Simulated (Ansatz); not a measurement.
# Black phosphorus under LDA: testing the Fermi-Dirac smearing, part 2 of 2

How small must the Fermi-Dirac smearing width be for energy and pressure to settle? The geometry was relaxed under LDA beforehand and stays fixed; 7 values are run, from 0.01 to 1.0 eV. Wanted are the values from which on the energy stays within 10 and 1 meV/atom, and the pressure within 0.5 GPa, of the narrowest run. Within the series other settings stay, but some runs also write fields, which adds to their time. Spin polarisation is left out.

Ansatz 0.2.0; DFT LDA, plane waves with PAW, scalar-relativistic. The steps go on from the part before.

**5. With a width of 0.2 eV**

The run at 0.2 eV.

Input file input.yaml:

```yaml
crystal:
  lattice:
    - [1.6761948657, -5.039075298, 0.0]
    - [1.6761948657, 5.039075298, 0.0]
    - [0.0, 0.0, 4.0387457901]
  atoms:
    - { symbol: P, position: [0.1075544155, 0.8924455845, 0.932321034] }
    - { symbol: P, position: [0.6075544155, 0.3924455845, 0.567678966] }
    - { symbol: P, position: [0.8924455845, 0.1075544155, 0.067678966] }
    - { symbol: P, position: [0.3924455845, 0.6075544155, 0.432321034] }
hamiltonian:
  xc: lda
  pseudopotentials:
    kind: paw
    azcp:
      P: "pseudopotentials/P.paw.azcp"
basis:
  ecutwfc: 420
  fft_grid_basis: typed
kpoints:
  mp_grid: { grid: [10, 10, 8], shift: [0, 0, 0] }
magnetization:
  spin_polarized: false
scf:
  occupations: { method: fermi_dirac, width: 0.2 }
  lower_state_search: "off"
output:
  stress: true
```

Command:

```sh
$ ansatz run input.yaml --threads 2 --pin off --max-ram 5120MiB --backend cpu --events-out ev --progress --plain --runs-dir out
```

The log of the run:

```text
Warning: <dir> the record states the generating functional pbe (its physics header spells it `PBE`), which answers neither for hamiltonian.xc's functional nor for the lda family's — results may be inconsistent (PPs are generated against a specific XC)
Warning: RAYON_NUM_THREADS=2 ignored (pool sized by the plan → 2); use --threads N
band count auto-derived: 15 (N_el = 20.0; filled up to band 10; 14 by the electrons, moments and atoms)
Engine: ansatz 0.2.0, aarch64-unknown-linux-gnu
Pseudopotentials: kind: paw
Pseudopotential: P, paw, valence charge 5, recommended cutoff 420 eV (normal), <dir>
Functional definition: SPW92
  exchange = slater_x
  correlation = pw_c
Crystal: 4 atoms, lattice volume = 68.226 Å³
Basis set: ecut = 420 eV, 1337 PW (Γ)
Bands: 15, of which v1, the nominal top of the filled ones, is band 10 counted from 1 (9 counted from 0)
Symmetry: 8 space group operations
Space group: Cmce (ITA 64), of the structure as read, at distance tolerance 4.1e-5 Å
k-points: 155 of 800
Non-local potential: P, projectors of the file, l = 0: 2, l = 1: 2, l = 2: 2
PAW form: soft (Blöchl's): semilocal exchange-correlation on the pseudo side does not see the compensation charge
PAW frozen core: P, regenerated for the run's functional, and the local potential with it (the file was generated under x = pbe(κ = 0.804, μ = 0.2195149727645171), c = pbe(β = 0.06672455060314922))
PAW one-centre angular grid: P, 110 points (default); XC on 64 Gauss nodes
Initial density: superposition of atomic densities (neutral atoms: chi_scale 0, normalization atom), corrected by the library's trained network
Initial wavefunctions: pseudopotential atomic-orbital guess
Functional: x = slater, c = lda
SCF iter   1: F=—  HF=-2903.862028 eV  |F-HF|=—  |Δ(HF+E_count)|=         —  Δρ=5.50e-3  dr2=1.30e-2  ethr=1.77e-3  ⟨swp⟩=7.3  Hψ=16160  notcnv=0
preconditioner: auto → Kerker (q_TF=auto, 2.224 Å⁻¹)  [metal: Δε(μ)=0.042 eV  Ē_g=9.440 eV  σ=0.200 eV  W_gap=0.05  n_scr=12 (ndim 8)  ℏωp=20.1 eV  f_vac=0.000  D(μ)=0.50/eV (n_scr^D=0)]
SCF iter   2: F=—  HF=-2903.860584 eV  |F-HF|=—  |Δ(HF+E_count)|=   1.44e-3  Δρ=3.11e-3  dr2=4.66e-3  ethr=6.51e-5  ⟨swp⟩=2.1  Hψ=4457  notcnv=0
SCF iter   3: F=—  HF=-2903.859742 eV  |F-HF|=—  |Δ(HF+E_count)|=   8.42e-4  Δρ=3.08e-4  dr2=6.51e-5  ethr=2.33e-5  ⟨swp⟩=2.3  Hψ=3495  notcnv=0
SCF iter   4: F=—  HF=-2903.859736 eV  |F-HF|=—  |Δ(HF+E_count)|=   5.93e-6  Δρ=1.27e-4  dr2=9.00e-6  ethr=3.25e-7  ⟨swp⟩=2.9  Hψ=4286  notcnv=0
SCF iter   5: F=—  HF=-2903.859735 eV  |F-HF|=—  |Δ(HF+E_count)|=   7.15e-7  Δρ=1.45e-5  dr2=1.75e-7  ethr=4.50e-8  ⟨swp⟩=2.2  Hψ=3844  notcnv=0
SCF iter   6: F=-2903.859735 eV  HF=-2903.859735 eV  |F-HF|=1.67e-8  |Δ(HF+E_count)|=   8.77e-9  Δρ=3.56e-6  dr2=2.30e-8  ethr=5.00e-10  ⟨swp⟩=5.0  Hψ=7970  notcnv=0
SCF 1 converged in 6 iterations: F = -2903.859735 eV  dr2 = 2.30e-8
SCF converged after 6 iterations
Free energy (F): -2903.859735 eV
Harris-Foulkes:  -2903.859735 eV  (|F-HF|=1.67e-8)
Internal energy: -2903.784839 eV  (E = F + TS)
E sigma→0 (E₀):  -2903.822287 eV
Entropy (-TS):   -0.074896 eV (-18.724 meV/atom)
Fermi energy:    8.732333 eV
--- Per-component energies (eV) ---
  E_band       = 39.340333
  E_kinetic    = 283.736799
  E_local      = -211.674230  (includes V_loc(G=0)·N_el)
  E_nonlocal   = 140.985528
  E_hartree    = 52.019689
  E_xc         = -245.484035
  E_vxc        = -244.562136  (∫ρ·V_xc dr)
  E_paw        = -2160.129921  (= ΣΔE_a)
  E_vpaw       = -33.184020  (= ΣTr[D̂ρ^β])
  E_aug_tail   = 0.000012  (compensation charges beyond the density's cutoff)
  E_ewald      = -763.708087
  E_core_change = 0.469406  (= ΣΔE_core)
  E_smearing   = -0.074896  (= −TS)
  E_closure    = -0.000000  (closes the sum)
  Σ components = -2903.859735   (vs F -2903.859735, Δ=0.00e0)
--- Stress (GPa, compression-positive) ---
       -1.415373       0.000000       0.000000
        0.000000       0.691838       0.000000
        0.000000       0.000000      -0.058884
  P = ⅓ Tr σ = -0.2608 GPa (-2.608 kbar)
```

Wall time 5 s (2 threads of Arm Neoverse V1, shared host); peak memory 0.39 GiB.

**6. With a width of 0.3 eV**

The run at 0.3 eV.

input.yaml: that of step 5 with these lines changed.

```diff
@@ -24,3 +24,3 @@
 scf:
-  occupations: { method: fermi_dirac, width: 0.2 }
+  occupations: { method: fermi_dirac, width: 0.3 }
   lower_state_search: "off"
```

Command:

```sh
$ ansatz run input.yaml --threads 2 --pin off --max-ram 5120MiB --backend cpu --events-out ev --progress --plain --runs-dir out
```

The log of the run:

```text
Warning: <dir> the record states the generating functional pbe (its physics header spells it `PBE`), which answers neither for hamiltonian.xc's functional nor for the lda family's — results may be inconsistent (PPs are generated against a specific XC)
Warning: RAYON_NUM_THREADS=2 ignored (pool sized by the plan → 2); use --threads N
band count auto-derived: 15 (N_el = 20.0; filled up to band 10; 14 by the electrons, moments and atoms)
Engine: ansatz 0.2.0, aarch64-unknown-linux-gnu
Pseudopotentials: kind: paw
Pseudopotential: P, paw, valence charge 5, recommended cutoff 420 eV (normal), <dir>
Functional definition: SPW92
  exchange = slater_x
  correlation = pw_c
Crystal: 4 atoms, lattice volume = 68.226 Å³
Basis set: ecut = 420 eV, 1337 PW (Γ)
Bands: 15, of which v1, the nominal top of the filled ones, is band 10 counted from 1 (9 counted from 0)
Symmetry: 8 space group operations
Space group: Cmce (ITA 64), of the structure as read, at distance tolerance 4.1e-5 Å
k-points: 155 of 800
Non-local potential: P, projectors of the file, l = 0: 2, l = 1: 2, l = 2: 2
PAW form: soft (Blöchl's): semilocal exchange-correlation on the pseudo side does not see the compensation charge
PAW frozen core: P, regenerated for the run's functional, and the local potential with it (the file was generated under x = pbe(κ = 0.804, μ = 0.2195149727645171), c = pbe(β = 0.06672455060314922))
PAW one-centre angular grid: P, 110 points (default); XC on 64 Gauss nodes
Initial density: superposition of atomic densities (neutral atoms: chi_scale 0, normalization atom), corrected by the library's trained network
Initial wavefunctions: pseudopotential atomic-orbital guess
Functional: x = slater, c = lda
SCF iter   1: F=—  HF=-2903.918302 eV  |F-HF|=—  |Δ(HF+E_count)|=         —  Δρ=5.79e-3  dr2=1.48e-2  ethr=1.77e-3  ⟨swp⟩=7.3  Hψ=16007  notcnv=0
preconditioner: auto → Kerker (q_TF=auto, 2.224 Å⁻¹)  [metal: Δε(μ)=0.007 eV  Ē_g=9.442 eV  σ=0.300 eV  W_gap=0.01  n_scr=12 (ndim 8)  ℏωp=20.1 eV  f_vac=0.000  D(μ)=0.68/eV (n_scr^D=2)]
SCF iter   2: F=—  HF=-2903.916648 eV  |F-HF|=—  |Δ(HF+E_count)|=   1.65e-3  Δρ=3.29e-3  dr2=5.28e-3  ethr=7.40e-5  ⟨swp⟩=1.8  Hψ=4127  notcnv=0
SCF iter   3: F=—  HF=-2903.915685 eV  |F-HF|=—  |Δ(HF+E_count)|=   9.63e-4  Δρ=3.23e-4  dr2=7.21e-5  ethr=2.64e-5  ⟨swp⟩=2.5  Hψ=3695  notcnv=0
SCF iter   4: F=—  HF=-2903.915679 eV  |F-HF|=—  |Δ(HF+E_count)|=   5.89e-6  Δρ=1.22e-4  dr2=8.49e-6  ethr=3.61e-7  ⟨swp⟩=2.8  Hψ=4548  notcnv=0
SCF iter   5: F=—  HF=-2903.915679 eV  |F-HF|=—  |Δ(HF+E_count)|=   3.11e-7  Δρ=1.52e-5  dr2=2.31e-7  ethr=4.24e-8  ⟨swp⟩=2.2  Hψ=3935  notcnv=0
SCF iter   6: F=-2903.915679 eV  HF=-2903.915679 eV  |F-HF|=2.29e-8  |Δ(HF+E_count)|=   1.20e-8  Δρ=3.84e-6  dr2=2.99e-8  ethr=5.00e-10  ⟨swp⟩=5.0  Hψ=8315  notcnv=0
SCF 1 converged in 6 iterations: F = -2903.915679 eV  dr2 = 2.99e-8
SCF converged after 6 iterations
Free energy (F): -2903.915679 eV
Harris-Foulkes:  -2903.915679 eV  (|F-HF|=2.29e-8)
Internal energy: -2903.685790 eV  (E = F + TS)
E sigma→0 (E₀):  -2903.800734 eV
Entropy (-TS):   -0.229889 eV (-57.472 meV/atom)
Fermi energy:    8.702477 eV
--- Per-component energies (eV) ---
  E_band       = 39.379887
  E_kinetic    = 283.724606
  E_local      = -211.499116  (includes V_loc(G=0)·N_el)
  E_nonlocal   = 140.936525
  E_hartree    = 51.953191
  E_xc         = -245.443464
  E_vxc        = -244.510807  (∫ρ·V_xc dr)
  E_paw        = -2160.118862  (= ΣΔE_a)
  E_vpaw       = -33.176514  (= ΣTr[D̂ρ^β])
  E_aug_tail   = 0.000012  (compensation charges beyond the density's cutoff)
  E_ewald      = -763.708087
  E_core_change = 0.469406  (= ΣΔE_core)
  E_smearing   = -0.229889  (= −TS)
  E_closure    = 0.000000  (closes the sum)
  Σ components = -2903.915679   (vs F -2903.915679, Δ=0.00e0)
--- Stress (GPa, compression-positive) ---
       -1.557292       0.000000       0.000000
        0.000000       0.688179       0.000000
        0.000000       0.000000      -0.091612
  P = ⅓ Tr σ = -0.3202 GPa (-3.202 kbar)
```

It took 4.9 s on 2 threads of Arm Neoverse V1, shared host; peak memory 0.39 GiB.

**7. With a width of 0.6 eV**

The run at 0.6 eV.

input.yaml: that of step 6 with these lines changed.

```diff
@@ -24,3 +24,3 @@
 scf:
-  occupations: { method: fermi_dirac, width: 0.3 }
+  occupations: { method: fermi_dirac, width: 0.6 }
   lower_state_search: "off"
```

Command:

```sh
$ ansatz run input.yaml --threads 2 --pin off --max-ram 5120MiB --backend cpu --events-out ev --progress --plain --runs-dir out
```

The log of the run:

```text
Warning: <dir> the record states the generating functional pbe (its physics header spells it `PBE`), which answers neither for hamiltonian.xc's functional nor for the lda family's — results may be inconsistent (PPs are generated against a specific XC)
Warning: RAYON_NUM_THREADS=2 ignored (pool sized by the plan → 2); use --threads N
band count auto-derived: 18 (N_el = 20.0; filled up to band 10; 14 by the electrons, moments and atoms)
Engine: ansatz 0.2.0, aarch64-unknown-linux-gnu
Pseudopotentials: kind: paw
Pseudopotential: P, paw, valence charge 5, recommended cutoff 420 eV (normal), <dir>
Functional definition: SPW92
  exchange = slater_x
  correlation = pw_c
Crystal: 4 atoms, lattice volume = 68.226 Å³
Basis set: ecut = 420 eV, 1337 PW (Γ)
Bands: 18, of which v1, the nominal top of the filled ones, is band 10 counted from 1 (9 counted from 0)
Symmetry: 8 space group operations
Space group: Cmce (ITA 64), of the structure as read, at distance tolerance 4.1e-5 Å
k-points: 155 of 800
Non-local potential: P, projectors of the file, l = 0: 2, l = 1: 2, l = 2: 2
PAW form: soft (Blöchl's): semilocal exchange-correlation on the pseudo side does not see the compensation charge
PAW frozen core: P, regenerated for the run's functional, and the local potential with it (the file was generated under x = pbe(κ = 0.804, μ = 0.2195149727645171), c = pbe(β = 0.06672455060314922))
PAW one-centre angular grid: P, 110 points (default); XC on 64 Gauss nodes
Initial density: superposition of atomic densities (neutral atoms: chi_scale 0, normalization atom), corrected by the library's trained network
Initial wavefunctions: pseudopotential atomic-orbital guess
Functional: x = slater, c = lda
SCF iter   1: F=—  HF=-2904.398991 eV  |F-HF|=—  |Δ(HF+E_count)|=         —  Δρ=8.01e-3  dr2=3.24e-2  ethr=1.77e-3  ⟨swp⟩=6.8  Hψ=17603  notcnv=0
preconditioner: auto → Kerker (q_TF=auto, 2.224 Å⁻¹)  [metal: Δε(μ)=0.037 eV  Ē_g=10.737 eV  σ=0.600 eV  W_gap=0.02  n_scr=12 (ndim 8)  ℏωp=20.1 eV  f_vac=0.000  D(μ)=1.15/eV (n_scr^D=4)]
SCF iter   2: F=—  HF=-2904.394261 eV  |F-HF|=—  |Δ(HF+E_count)|=   4.73e-3  Δρ=4.61e-3  dr2=1.20e-2  ethr=1.62e-4  ⟨swp⟩=1.3  Hψ=4117  notcnv=0
SCF iter   3: F=—  HF=-2904.391594 eV  |F-HF|=—  |Δ(HF+E_count)|=   2.67e-3  Δρ=5.89e-4  dr2=2.26e-4  ethr=5.98e-5  ⟨swp⟩=2.7  Hψ=4275  notcnv=0
SCF iter   4: F=—  HF=-2904.391565 eV  |F-HF|=—  |Δ(HF+E_count)|=   2.86e-5  Δρ=1.75e-4  dr2=1.90e-5  ethr=1.13e-6  ⟨swp⟩=2.9  Hψ=5366  notcnv=0
SCF iter   5: F=—  HF=-2904.391565 eV  |F-HF|=—  |Δ(HF+E_count)|=   8.63e-8  Δρ=2.73e-5  dr2=1.08e-6  ethr=9.50e-8  ⟨swp⟩=2.3  Hψ=4550  notcnv=0
SCF iter   6: F=—  HF=-2904.391565 eV  |F-HF|=—  |Δ(HF+E_count)|=   1.53e-7  Δρ=9.44e-6  dr2=1.79e-7  ethr=5.00e-10  ⟨swp⟩=5.9  Hψ=10938  notcnv=0
SCF iter   7: F=-2904.391565 eV  HF=-2904.391565 eV  |F-HF|=1.13e-8  |Δ(HF+E_count)|=   4.70e-8  Δρ=2.42e-6  dr2=1.34e-8  ethr=5.00e-10  ⟨swp⟩=5.0  Hψ=8561  notcnv=0
SCF 1 converged in 7 iterations: F = -2904.391565 eV  dr2 = 1.34e-8
SCF converged after 7 iterations
Free energy (F): -2904.391565 eV
Harris-Foulkes:  -2904.391565 eV  (|F-HF|=1.13e-8)
Internal energy: -2902.885602 eV  (E = F + TS)
E sigma→0 (E₀):  -2903.638584 eV
Entropy (-TS):   -1.505963 eV (-376.491 meV/atom)
Fermi energy:    8.623146 eV
--- Per-component energies (eV) ---
  E_band       = 40.005466
  E_kinetic    = 284.177367
  E_local      = -210.963503  (includes V_loc(G=0)·N_el)
  E_nonlocal   = 140.764327
  E_hartree    = 51.748167
  E_xc         = -245.293224
  E_vxc        = -244.317071  (∫ρ·V_xc dr)
  E_paw        = -2160.080067  (= ΣΔE_a)
  E_vpaw       = -33.150953  (= ΣTr[D̂ρ^β])
  E_aug_tail   = 0.000012  (compensation charges beyond the density's cutoff)
  E_ewald      = -763.708087
  E_core_change = 0.469406  (= ΣΔE_core)
  E_smearing   = -1.505963  (= −TS)
  E_closure    = 0.000000  (closes the sum)
  Σ components = -2904.391565   (vs F -2904.391565, Δ=0.00e0)
--- Stress (GPa, compression-positive) ---
       -0.770966       0.000000       0.000000
        0.000000       1.208359       0.000000
        0.000000       0.000000       0.112718
  P = ⅓ Tr σ = 0.1834 GPa (1.834 kbar)
```

Wall time 6.1 s (2 threads of Arm Neoverse V1, shared host); peak memory 0.41 GiB.

**8. With a width of 1.0 eV**

The run at 1.0 eV.

input.yaml: that of step 7 with these lines changed.

```diff
@@ -24,3 +24,3 @@
 scf:
-  occupations: { method: fermi_dirac, width: 0.6 }
+  occupations: { method: fermi_dirac, width: 1.0 }
   lower_state_search: "off"
@@ -28 +28,5 @@
   stress: true
+  write_density: true
+  write_potential: true
+  elf: true
+  volumetric_format: npy
```

Command:

```sh
$ ansatz run input.yaml --threads 2 --pin off --max-ram 5120MiB --backend cpu --events-out ev --progress --plain --runs-dir out
```

The log of the run:

```text
Warning: <dir> the record states the generating functional pbe (its physics header spells it `PBE`), which answers neither for hamiltonian.xc's functional nor for the lda family's — results may be inconsistent (PPs are generated against a specific XC)
Warning: RAYON_NUM_THREADS=2 ignored (pool sized by the plan → 2); use --threads N
band count auto-derived: 22 (N_el = 20.0; filled up to band 10; 14 by the electrons, moments and atoms)
Engine: ansatz 0.2.0, aarch64-unknown-linux-gnu
Pseudopotentials: kind: paw
Pseudopotential: P, paw, valence charge 5, recommended cutoff 420 eV (normal), <dir>
Functional definition: SPW92
  exchange = slater_x
  correlation = pw_c
Crystal: 4 atoms, lattice volume = 68.226 Å³
Basis set: ecut = 420 eV, 1337 PW (Γ)
Bands: 22, of which v1, the nominal top of the filled ones, is band 10 counted from 1 (9 counted from 0)
Symmetry: 8 space group operations
Space group: Cmce (ITA 64), of the structure as read, at distance tolerance 4.1e-5 Å
k-points: 155 of 800
Non-local potential: P, projectors of the file, l = 0: 2, l = 1: 2, l = 2: 2
PAW form: soft (Blöchl's): semilocal exchange-correlation on the pseudo side does not see the compensation charge
PAW frozen core: P, regenerated for the run's functional, and the local potential with it (the file was generated under x = pbe(κ = 0.804, μ = 0.2195149727645171), c = pbe(β = 0.06672455060314922))
PAW one-centre angular grid: P, 110 points (default); XC on 64 Gauss nodes
Initial density: superposition of atomic densities (neutral atoms: chi_scale 0, normalization atom), corrected by the library's trained network
Initial wavefunctions: pseudopotential atomic-orbital guess
Functional: x = slater, c = lda
SCF iter   1: F=—  HF=-2905.970408 eV  |F-HF|=—  |Δ(HF+E_count)|=         —  Δρ=1.23e-2  dr2=8.17e-2  ethr=1.77e-3  ⟨swp⟩=6.5  Hψ=20804  notcnv=0
preconditioner: auto → Kerker (q_TF=auto, 2.224 Å⁻¹)  [metal: Δε(μ)=0.060 eV  Ē_g=12.506 eV  σ=1.000 eV  W_gap=0.02  n_scr=12 (ndim 8)  ℏωp=20.1 eV  f_vac=0.000  D(μ)=1.52/eV (n_scr^D=12)]
SCF iter   2: F=—  HF=-2905.955349 eV  |F-HF|=—  |Δ(HF+E_count)|=   1.51e-2  Δρ=7.09e-3  dr2=3.03e-2  ethr=4.08e-4  ⟨swp⟩=1.0  Hψ=4653  notcnv=0
SCF iter   3: F=—  HF=-2905.947648 eV  |F-HF|=—  |Δ(HF+E_count)|=   7.70e-3  Δρ=1.00e-3  dr2=6.68e-4  ethr=1.51e-4  ⟨swp⟩=2.5  Hψ=4692  notcnv=0
SCF iter   4: F=—  HF=-2905.947530 eV  |F-HF|=—  |Δ(HF+E_count)|=   1.17e-4  Δρ=2.79e-4  dr2=5.00e-5  ethr=3.34e-6  ⟨swp⟩=2.9  Hψ=6826  notcnv=0
SCF iter   5: F=—  HF=-2905.947527 eV  |F-HF|=—  |Δ(HF+E_count)|=   2.90e-6  Δρ=4.78e-5  dr2=3.59e-6  ethr=2.50e-7  ⟨swp⟩=2.3  Hψ=5745  notcnv=0
SCF iter   6: F=—  HF=-2905.947527 eV  |F-HF|=—  |Δ(HF+E_count)|=   5.50e-7  Δρ=1.94e-5  dr2=7.18e-7  ethr=1.80e-8  ⟨swp⟩=2.1  Hψ=4570  notcnv=0
SCF iter   7: F=-2905.947526 eV  HF=-2905.947526 eV  |F-HF|=4.27e-8  |Δ(HF+E_count)|=   2.14e-7  Δρ=4.86e-6  dr2=5.05e-8  ethr=5.00e-10  ⟨swp⟩=8.8  Hψ=27630  notcnv=0
SCF 1 converged in 7 iterations: F = -2905.947526 eV  dr2 = 5.05e-8
SCF converged after 7 iterations
Free energy (F): -2905.947526 eV
Harris-Foulkes:  -2905.947526 eV  (|F-HF|=4.27e-8)
Internal energy: -2900.655614 eV  (E = F + TS)
E sigma→0 (E₀):  -2903.301570 eV
Entropy (-TS):   -5.291912 eV (-1322.978 meV/atom)
Fermi energy:    8.535348 eV
--- Per-component energies (eV) ---
  E_band       = 42.031812
  E_kinetic    = 286.145594
  E_local      = -210.495235  (includes V_loc(G=0)·N_el)
  E_nonlocal   = 140.585649
  E_hartree    = 51.498214
  E_xc         = -245.109549
  E_vxc        = -244.070333  (∫ρ·V_xc dr)
  E_paw        = -2160.041617  (= ΣΔE_a)
  E_vpaw       = -33.128297  (= ΣTr[D̂ρ^β])
  E_aug_tail   = 0.000012  (compensation charges beyond the density's cutoff)
  E_ewald      = -763.708087
  E_core_change = 0.469406  (= ΣΔE_core)
  E_smearing   = -5.291912  (= −TS)
  E_closure    = -0.000000  (closes the sum)
  Σ components = -2905.947526   (vs F -2905.947526, Δ=0.00e0)
--- Stress (GPa, compression-positive) ---
        2.990280       0.000000       0.000000
        0.000000       3.398334       0.000000
        0.000000       0.000000       2.256563
  P = ⅓ Tr σ = 2.8817 GPa (28.817 kbar)
--- Band table (eV; the first three rows and the last of 155) ---
  k-point 0: bands = ["-7.3657", "-3.7708", "-0.2189", "1.2370", "3.5335", "4.4744", "4.7084", "5.9088", "5.9449", "7.3987", "9.8855", "10.0243", "10.5072", "12.3123", "14.2273", "14.9171", "15.7466", "16.0338", "16.0937", "16.2202", "16.7897", "17.4777"]
  k-point 1: bands = ["-7.2517", "-3.8562", "-0.5226", "1.3109", "3.7649", "4.0677", "4.5631", "5.9325", "6.8534", "6.8970", "9.7951", "10.4578", "10.8505", "11.8028", "13.4323", "14.4892", "15.7204", "16.6622", "16.6713", "16.8609", "16.9663", "17.3550"]
  k-point 2: bands = ["-6.9148", "-4.2108", "-0.8567", "1.3642", "2.7273", "4.8168", "4.8999", "5.9597", "6.0906", "8.0892", "10.0863", "10.1853", "10.9796", "11.9216", "12.2325", "14.4749", "15.4859", "16.9721", "17.0147", "17.5860", "17.9865", "18.4238"]
  k-point 154: bands = ["-5.4500", "-5.4500", "-1.3510", "-1.3510", "5.4857", "5.4857", "6.3563", "6.3563", "7.5603", "7.5603", "9.9325", "9.9325", "11.2566", "11.2566", "11.5140", "11.5140", "15.7681", "15.7681", "17.0612", "17.0612", "17.3683", "17.3683"]
```

It took 9.4 s on 2 threads of Arm Neoverse V1, shared host; peak memory 0.44 GiB.

**9. Convergence table**

Differences are taken from the run at 0.01 eV.

| smearing (eV) | F (meV/atom) | E(σ → 0) (meV/atom) | P (GPa) | SCF cycles | CPU time |
| --- | --- | --- | --- | --- | --- |
| 0.01 | 0.00 | 0.00 | -0.20 | 6 | 9.5 s |
| 0.03 | -0.14 | -0.02 | -0.17 | 6 | 14 s |
| 0.1 | -1.52 | 0.06 | -0.19 | 6 | 14 s |
| 0.2 | -7.48 | 1.86 | -0.26 | 6 | 9.5 s |
| 0.3 | -21.47 | 7.25 | -0.32 | 6 | 9.4 s |
| 0.6 | -140.44 | 47.78 | 0.18 | 7 | 12 s |
| 1.0 | -529.43 | 132.04 | 2.88 | 7 | 19 s |

**10. Summary of results**

The summary covers parts 1 to 2.

```
                                    quantity         value
E(σ → 0) stays within 10 meV/atom of 0.01 eV  up to 0.3 eV
            E(σ → 0) stays within 1 meV/atom  up to 0.1 eV
               pressure stays within 0.5 GPa  up to 0.6 eV
                         pressure at 0.01 eV     -0.20 GPa
```

What this shows: At 1.0 eV the energy differs by +132.0 meV/atom and the pressure by +3.1 GPa. The free energy F moves by -529.4 meV/atom over the range, and the estimate for σ → 0 by +132.0. In theory F falls as the square of the width under this scheme, but here the ratio is not steady: the mesh at narrow widths, or a density of states that varies over the wide ones, can both cause that. The mesh (10×10×8) is fixed, so the narrowest widths carry a k-point error of their own. The cell taken over is 10 % smaller than the measured one (19.03 Å³/atom, COD), which weighs on all values here.
